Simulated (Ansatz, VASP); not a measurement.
## One calculation of In, two programs

```
In
1.0
    -1.86975    1.85713    1.91387
     1.83353   -1.91280    1.93333
     1.85852    1.90157   -1.96954
In
1
Direct
  0.99990 0.99783 0.00147
```

Change from the starting cell: cell strained at random at fixed volume.

Alike in both runs: task single point; functional PBEsol; k mesh 10 × 10 × 10; occupations fermi-dirac, width 0.05 eV; no spin polarisation.

|  | VASP | Ansatz |
| --- | --- | --- |
| version | VASP 6.6.1 | Ansatz 0.2.0 |
| potentials or method | VASP PAW PBE potentials, release 64 (In_d) | Ansatz PAW |
| plane-wave cutoff (eV) | 520 | 420 |
| valence electrons in the cell | 13 | 13 |

|  | VASP | Ansatz | Ansatz less VASP |
| --- | --- | --- | --- |
| gap on the k mesh at the Fermi level (eV) | none | none | - |
| pressure (GPa) | -1.3 | -1.3 | +0.04 |
| largest component of the traceless stress (GPa) | 0.62 | 0.62 | -0.001 |

A gap of «none» marks a metal or a gap that the smearing closes.

Caveats: the PAW data sets were made with another functional, which shifts forces and pressure a little (VASP); the PAW data sets come from PBE, with cores solved anew for the run's functional, which leaves a small shift of forces and pressure (Ansatz).
